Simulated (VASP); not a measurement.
Wanted: the native input for a VASP 6.6.1 run.

| Quantity | Value |
| --- | --- |
| Task | band structure |
| Functional | PBE |
| Potentials or basis | VASP PAW PBE potentials, release 64 (Cd, F) |
| Cutoff | 520 eV |
| k mesh | 10 × 10 × 10 |
| Occupations | gaussian, width 0.02 eV |
| Spin | no spin polarisation |
| Ladder | gaps |
| Further INCAR settings | ALGO = Normal; EDIFF = 1e-06 |

Crystal: CdF2.

```
Cd F
1.0
     0.00000    2.69400    2.69400
     2.69400    0.00000    2.69400
     2.69400    2.69400    0.00000
Cd F
1 2
Direct
  0.00000 0.00000 0.00000
  0.75000 0.75000 0.75000
  0.25000 0.25000 0.25000
```

One way to write it, as run:

POSCAR

```
CdF2
1.0
    0.0000000000      2.6940000000      2.6940000000
    2.6940000000      0.0000000000      2.6940000000
    2.6940000000      2.6940000000      0.0000000000
Cd F
1 2
Direct
    0.0000000000      0.0000000000      0.0000000000
    0.7500000000      0.7500000000      0.7500000000
    0.2500000000      0.2500000000      0.2500000000
```

INCAR.step1

```
SYSTEM = CdF2
PREC     = Accurate       ! precision mode
ENCUT    = 520            ! plane-wave cutoff, eV
EDIFF    = 1E-6           ! SCF threshold, eV
ISMEAR   = 0              ! smearing method
SIGMA    = 0.02           ! smearing width, eV
LREAL    = .False.        ! projectors in reciprocal space
LASPH    = .True.         ! aspherical terms in the spheres
NELM     = 80             ! most SCF steps
ALGO     = Normal         ! electronic algorithm
ISIF     = 2              ! what is computed and relaxed
LWAVE    = .False.        ! write WAVECAR
LCHARG   = .True.         ! write CHGCAR
GGA      = PE             ! functional
```

KPOINTS.step1

```
regular mesh
0
Gamma
  10 10 10
  0 0 0
```

INCAR.step2

```
SYSTEM = CdF2
PREC     = Accurate       ! precision mode
ENCUT    = 520            ! plane-wave cutoff, eV
EDIFF    = 1E-6           ! SCF threshold, eV
ISMEAR   = 0              ! smearing method
SIGMA    = 0.05           ! smearing width, eV
LREAL    = .False.        ! projectors in reciprocal space
LASPH    = .True.         ! aspherical terms in the spheres
NELM     = 80             ! most SCF steps
ALGO     = Normal         ! electronic algorithm
ISIF     = 2              ! what is computed and relaxed
LWAVE    = .False.        ! write WAVECAR
LCHARG   = .False.        ! write CHGCAR
GGA      = PE             ! functional
ICHARG   = 11             ! starting density
```

KPOINTS.step2

```
path GXWKGLUWLK,UX
10
line-mode
reciprocal
 0.0000000000  0.0000000000  0.0000000000  G
 0.5000000000  0.0000000000  0.5000000000  X

 0.5000000000  0.0000000000  0.5000000000  X
 0.5000000000  0.2500000000  0.7500000000  W

 0.5000000000  0.2500000000  0.7500000000  W
 0.3750000000  0.3750000000  0.7500000000  K

 0.3750000000  0.3750000000  0.7500000000  K
 0.0000000000  0.0000000000  0.0000000000  G

 0.0000000000  0.0000000000  0.0000000000  G
 0.5000000000  0.5000000000  0.5000000000  L

 0.5000000000  0.5000000000  0.5000000000  L
 0.6250000000  0.2500000000  0.6250000000  U

 0.6250000000  0.2500000000  0.6250000000  U
 0.5000000000  0.2500000000  0.7500000000  W

 0.5000000000  0.2500000000  0.7500000000  W
 0.5000000000  0.5000000000  0.5000000000  L

 0.5000000000  0.5000000000  0.5000000000  L
 0.3750000000  0.3750000000  0.7500000000  K

 0.6250000000  0.2500000000  0.6250000000  U
 0.5000000000  0.0000000000  0.5000000000  X
```

Potentials or basis: VASP PAW PBE potentials, release 64 (Cd, F).

The run is started by

```sh
$ cat potpaw_PBE.64/Cd/POTCAR potpaw_PBE.64/F/POTCAR > POTCAR
$ cp INCAR.step1 INCAR
$ cp KPOINTS.step1 KPOINTS
$ mpirun -np 1 vasp_std > vasp.out
$ cp INCAR.step2 INCAR
$ cp KPOINTS.step2 KPOINTS
$ mpirun -np 1 vasp_std > vasp.out
```

It gave:

```yaml
Band_gap_on_the_k_mesh: 3.08 eV, indirect (least direct gap 3.57 eV)
Band_gap_along_the_path: 3.07 eV, indirect (least direct gap 3.57 eV)
```

Caveat: the log is that of the step along the path at fixed density, whose energy, stress, charges and moments have no meaning.

It took 23 s on 1 thread of Intel(R) Xeon(R) 6975P-C (Granite Rapids) (shared host), peak memory 0.18 GiB.
